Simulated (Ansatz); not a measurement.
NaH (started from an entry of an open crystallographic database) with hydrogen sites as listed, relaxed with r2SCAN: the symmetry is Fm-3m (No. 225, cubic); conventional cell a = 4.795 Å, 13.78 Å³ an atom. Na is surrounded by 6 H at 2.40 Å; H is surrounded by 6 Na at 2.40 Å. One-shot G0W0@PBE in the PAW code Ansatz on a 6×6×6 mesh (contour deformation, no spin-orbit coupling), from a PBE gap of 3.849 eV over the mesh points (the G0W0 gap is indirect on the mesh); the number N of bands summed and the screening cutoff rise together. The values are computed, spin-unpolarised, and not measurements.

```tsv
N	cutoff (eV)	1000/N	G0W0 gap (eV)
67	100	14.925	5.978
156	180	6.410	6.075
```

Task: Lay a straight line in 1000/N through these rows.

Result: The slope is -0.0114 eV per unit of 1000/N and the intercept 6.148 eV.

Task: Predict the gap at N = 298 (260 eV).

Result: 6.148 + (-0.0114) × 3.356 = 6.110 eV; the run gives 6.115 eV, +0.005 eV from the line.

Task: With that run's result added, what limit do the last two rows suggest?

Result: Their slope is (6.115 − 6.075)/(3.356 − 6.410) = -0.0131, which meets 1/N = 0 at 6.16 eV, against 6.148 eV from the first line. The slope steepens, so 1/N isn't yet asymptotic and the true limit probably lies higher still; the k mesh isn't extrapolated.
